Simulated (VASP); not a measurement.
# Cs (Im-3m) in VASP: further runs

Runs on Cs. Level: PBE. Tasks: single point.

Everything below comes from runs of VASP 6.6.1. Logs are shortened: lines on timing, memory, paths and dates and some standing lists are left out, and cuts for length are marked.

## Step 1: The structure

It takes space group Im-3m (No. 229, cubic). Conventional cell: a = 6.257 Å, b = 6.257 Å, c = 6.257 Å, α = 90.00°, β = 90.00°, γ = 90.00°.

## Step 2: Single point, PBE

INCAR

```
ADDGRID  = False        
ALGO     = Normal         # electronic algorithm
EDIFF    = 1E-6           # SCF threshold, eV
ENCUT    = 450            # plane-wave cutoff, eV
GGA      = PE             # functional
ISIF     = 2              # what is computed and relaxed
ISMEAR   = 0              # smearing method
LASPH    = True           # aspherical terms in the spheres
LCHARG   = False          # write CHGCAR
LREAL    = False          # projectors in reciprocal space
LWAVE    = False          # write WAVECAR
NBANDS   = 10             # bands
NELM     = 100            # most SCF steps
PREC     = Accurate       # precision mode
SIGMA    = 0.15           # smearing width, eV
```

KPOINTS

```
k-points
0
Gamma
  10 10 10
```

POSCAR

```
Cs
1.0
   -3.1284650614      3.1284650614      3.1284650614
    3.1284650614     -3.1284650614      3.1284650614
    3.1284650614      3.1284650614     -3.1284650614
Cs
1
Direct
    0.0000000000      0.0000000000      0.0000000000
```

Potentials or basis: VASP PAW PBE potentials, release 64 (Cs_sv).

Started as:

```console
$ cat potpaw_PBE.64/Cs_sv/POTCAR > POTCAR
$ mpirun -np 1 vasp_std > vasp.out
```

OUTCAR:

```text
EDIFF = 1E-6
   ENCUT = 450
   GGA = PE
   ISIF = 2
   ISMEAR = 0
   LASPH = True
   LREAL = False
   NELM = 100
   PREC = Accurate

 Found     47 irreducible k-points:

 Following reciprocal coordinates:
            Coordinates               Weight
  0.000000  0.000000  0.000000      1.000000
  0.100000  0.000000  0.000000     12.000000
  0.200000  0.000000  0.000000     12.000000
  0.300000  0.000000  0.000000     12.000000
  0.400000  0.000000  0.000000     12.000000
  0.500000  0.000000  0.000000      6.000000
   k-points           NKPTS =     47   k-points in BZ     NKDIM =     47   number of bands    NBANDS=     10
   number of dos      NEDOS =    301   number of ions     NIONS =      1
   total plane-waves  NPLWV =  64000
   dimension x,y,z NGX =    40 NGY =   40 NGZ =   40
   dimension x,y,z NGXF=    80 NGYF=   80 NGZF=   80
   ions per type =               1
   NGX,Y,Z   is equivalent  to a cutoff of  12.27, 12.27, 12.27 a.u.
   NGXF,Y,Z  is equivalent  to a cutoff of  24.54, 24.54, 24.54 a.u.
 SYSTEM =  unknown system
   PREC   = accura    normal or accurate (medium, high low for compatibility)
   ISTART =      0    job   : 0-new  1-cont  2-samecut
   ICHARG =      2    charge: 1-file 2-atom 10-const
   ISPIN  =      1    spin polarized calculation?
   LNONCOLLINEAR =      F non collinear calculations
   LSORBIT =      F    spin-orbit coupling
   LASPH  =      T    aspherical Exc in radial PAW
   ENCUT  =  450.0 eV  33.07 Ry    5.75 a.u.   9.37  9.37  9.37*2*pi/ulx,y,z
   NELM   =    100;   NELMIN=  2; NELMDL= -5     # of ELM steps
   EDIFF  = 0.1E-05   stopping-criterion for ELM
   LREAL  =      F    real-space projection
   EDIFFG = 0.1E-04   stopping-criterion for IOM
   NSW    =      0    number of steps for IOM
   IBRION =     -1    ionic relax: 0-MD 1-quasi-New 2-CG
   NFREE  =      0    steps in history (QN), initial steepest desc. (CG)
   ISIF   =      2    stress and relaxation
   ISYM   =      2    0-nonsym 1-usesym 2-fastsym
   POTIM  = 0.5000    time-step for ionic-motion
   TEBEG  =    0.0;   TEEND  =   0.0 temperature during run
   PSTRESS=    0.0 pullay stress
   NELECT =       9.0000    total number of electrons
   NUPDOWN=      -1.0000    fix difference up-down
   EMIN   =  10.00;   EMAX   =-10.00  energy-range for DOS
   EFERMI =   0.00;   METHOD = LEGACY
   ISMEAR =     0;   SIGMA  =   0.15  broadening in eV -4-tet -1-fermi 0-gaus
   EFERMI_NEDOS =   21; number of points for ismear=-14 and -15
   IALGO  =     38    algorithm
   IMIX   =      4    mixing-type and parameters
     AMIX     =   0.40;   BMIX     =  1.00
     AMIX_MAG =   1.60;   BMIX_MAG =  1.00
  volume/ion in A,a.u.               =     122.48       826.51
  Fermi-wavevector in a.u.,A,eV,Ry     =   0.685706  1.295796  6.397353  0.470192
  Thomas-Fermi vector in A             =   1.765724
   LORBIT       =      0    0 simple, 1 ext, 2 COOP (PROOUT), +10 PAW based schemes
   GGA     = PE    functional components
   LHFCALC =     F    Hartree Fock is set to
   AEXX    =    0.0000 exact exchange contribution
   IVDW    =     0    specifies the selected vdW correction
   LEPSILON=     F    determine dielectric tensor
   LRPA    =     F    only Hartree local field effects (RPA)
 non-spin polarized calculation
 Gauss-broadening in eV      SIGMA  =   0.15
  energy-cutoff  :      450.00
  volume of cell :      122.48
 maximum number of plane-waves:      2718
 NGX is ok and might be reduce to    40
   NGX = 19   NGY = 19   NGZ = 19

 number of electron       8.9999999 magnetization

 Free energy of the ion-electron system (eV)
  ---------------------------------------------------
  ext. energy  EPLUGINS =         0.00000000
  ---------------------------------------------------
  free energy    TOTEN  =        -0.85506866 eV

  energy without entropy =       -0.83807122  energy(sigma->0) =       -0.84656994

 E-fermi :   0.3021     XC(G=0):  -5.2517

 val. band max:        0.2656243256   @ k =  -0.3000   0.3000   0.3000
 cond. band min:       0.3181675886   @ k =   0.3000   0.2000   0.0000
 fundamental gap:      0.0525432630
 Fermi energy:         0.3021261935

 k-point     1 :       0.0000    0.0000    0.0000
  band No.  band energies     occupation
      1     -23.5926      2.00000
      2     -10.3448      2.00000
      3     -10.3448      2.00000
      4     -10.3448      2.00000
      5      -1.3127      2.00000
      6       2.7553      0.00000
      7       2.7553      0.00000
      8       2.7553      0.00000
      9       3.5691      0.00000
     10       3.5691      0.00000

 k-point     2 :       0.1000    0.0000    0.0000
  band No.  band energies     occupation
      1     -23.5922      2.00000
      2     -10.3556      2.00000
      3     -10.3483      2.00000
      4     -10.3447      2.00000
      5      -1.2089      2.00000
      6       2.6429      0.00000
      7       2.6507      0.00000
      8       2.8582      0.00000
      9       3.4109      0.00000
     10       3.5509      0.00000

 k-point     3 :       0.2000    0.0000    0.0000
  band No.  band energies     occupation
      1     -23.5909      2.00000
      2     -10.3836      2.00000
      3     -10.3576      2.00000
      4     -10.3447      2.00000
      5      -0.9110      2.00000
      6       2.2603      0.00000
      7       2.4012      0.00000
      8       3.1625      0.00000
      9       3.3727      0.00000
     10       3.5439      0.00000

 k-point     4 :       0.3000    0.0000    0.0000
  band No.  band energies     occupation
      1     -23.5894      2.00000
      2     -10.4176      2.00000
      3     -10.3691      2.00000
      4     -10.3447      2.00000
      5      -0.4612      2.00000
      6       1.7817      0.00000
      7       2.1653      0.00000
      8       3.4733      0.00000
      9       3.6201      0.00000
     10       3.6544      0.00000

 k-point     5 :       0.4000    0.0000    0.0000
  band No.  band energies     occupation
      1     -23.5882      2.00000
      2     -10.4446      2.00000
      3     -10.3783      2.00000
      4     -10.3447      2.00000
      5       0.0505      1.98232
      6       1.3588      0.00000
      7       2.0056      0.00000
      8       3.4625      0.00000
      9       3.8081      0.00000
     10       4.3043      0.00000

 k-point     6 :       0.5000    0.0000    0.0000
  band No.  band energies     occupation
      1     -23.5877      2.00000
      2     -10.4548      2.00000
      3     -10.3818      2.00000
      4     -10.3447      2.00000
      5       0.3609      0.57942
      6       1.1127      0.00000
      7       1.9499      0.00000
      8       3.3856      0.00000
      9       3.9892      0.00000
     10       4.5035      0.00000

 [... further k-points ...]
[... 5 lines left out ...]
  --------------------------------------------------------------------------------------
  -------------------------------------------------------------------------------------
  Total       -0.0678176     -0.0678176     -0.0678176      0.0000000      0.0000000     -0.0000000
  in kB       -0.8871536     -0.8871536     -0.8871536      0.0000000      0.0000000     -0.0000000
  external PRESSURE =      -0.8871536 kB  Pullay stress =       0.0000000 kB

 VOLUME and BASIS-vectors are now :
 -----------------------------------------------------------------------------
  energy-cutoff  :      450.00
  volume of cell :      122.48
      direct lattice vectors                 reciprocal lattice vectors
    -3.128465061  3.128465061  3.128465061     0.000000000  0.159822785  0.159822785
     3.128465061 -3.128465061  3.128465061     0.159822785  0.000000000  0.159822785
     3.128465061  3.128465061 -3.128465061     0.159822785  0.159822785  0.000000000

 POSITION                                       TOTAL-FORCE (eV/Angst)
 -----------------------------------------------------------------------------------
      0.00000      0.00000      0.00000         0.000000      0.000000      0.000000
 -----------------------------------------------------------------------------------
    total drift:                               -0.000000     -0.000000     -0.000000

  FREE ENERGIE OF THE ION-ELECTRON SYSTEM (eV)
  ---------------------------------------------------
  free  energy   TOTEN  =        -0.8550686622 eV

  energy  without entropy=       -0.8380712163  energy(sigma->0) =       -0.84656994
```

Run time: 25 s. Hardware: 1 thread of Intel Xeon Platinum 8375C at 2.90GHz (Ice Lake), shared host; peak memory 0.24 GiB.

The run converged, but some of its settings lie outside the range that counts as converged, so its numbers aren't taken as properties of the crystal.

Results:

```
Free energy            : -0.8551 eV
Pressure               : -0.1 GPa
Band gap on the k mesh : none (metal or under the smearing width)
```

## Step 3: Single point, PBE

INCAR, as its differences from that of step 2:

```diff
@@ -3,3 +3,3 @@
 EDIFF    = 1E-6           # SCF threshold, eV
-ENCUT    = 450            # plane-wave cutoff, eV
+ENCUT    = 550            # plane-wave cutoff, eV
 GGA      = PE             # functional
```

KPOINTS is that of step 2.

POSCAR is that of step 2.

Potentials or basis: VASP PAW PBE potentials, release 64 (Cs_sv).

Started as:

```console
$ cat potpaw_PBE.64/Cs_sv/POTCAR > POTCAR
$ mpirun -np 1 vasp_std > vasp.out
```

It took 39 s on 1 thread of Intel Xeon Platinum 8375C at 2.90GHz (Ice Lake), shared host; peak memory 0.26 GiB.

These settings aren't checked as converged: the numbers below hold their error.

Results:

```
Free energy            : -0.8551 eV
Pressure               : -0.1 GPa
Band gap on the k mesh : none (metal or under the smearing width)
```

## Step 4: The reference run

An earlier run on the cell as given: functional PBE; potentials or basis VASP PAW PBE potentials, release 64 (Cs_sv); cutoff 520 eV; k mesh 6 × 6 × 6; occupations fermi-dirac, width 0.05 eV; no spin polarisation.

- Pressure: -0.1 GPa
- Band gap on the k mesh: none (metal or under the smearing width)
